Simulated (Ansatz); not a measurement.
Si2W: equation of state with PBE

Si2W:

```
CELL_PARAMETERS angstrom
-1.60690 1.60690 3.91495
1.60690 -1.60690 3.91495
1.60690 1.60690 -3.91495
ATOMIC_POSITIONS crystal
W 0.00000 0.00000 0.00000
Si 0.66530 0.66530 0.00000
Si 0.33470 0.33470 0.00000
```

- Program: Ansatz 0.2.0
- Task: equation of state
- Functional: PBE
- Potentials or basis: all-electron LAPW, scalar-relativistic
- Basis error allowed: 0.001 eV/atom
- k mesh: 12 × 12 × 12
- Occupations: fermi-dirac, width 0.05 eV
- Spin: no spin polarisation

| Quantity | Value |
| --- | --- |
| Equilibrium volume | 13.67 Å³/atom |
| Bulk modulus at fixed shape and positions | 220 GPa |
| Pressure derivative of the bulk modulus | 4.4 |

Energy against volume, from the lowest point:
```tsv
volume (Å³/atom)	energy (meV/atom)
12.670	57.73
12.939	29.60
13.209	11.25
13.479	1.67
13.748	0.00
14.018	5.41
14.287	17.21
```

All runs of the series together: 6.8 min on 2 threads of Intel(R) Xeon(R) Processor @ 2.50GHz (Skylake/Cascade Lake) (shared host).

Caveat: the cell was scaled at fixed shape and fractional positions, which overstates the stiffness of a crystal with free parameters, most of all of layers and chains. The run has no spin-orbit coupling, so splittings on W are missing.
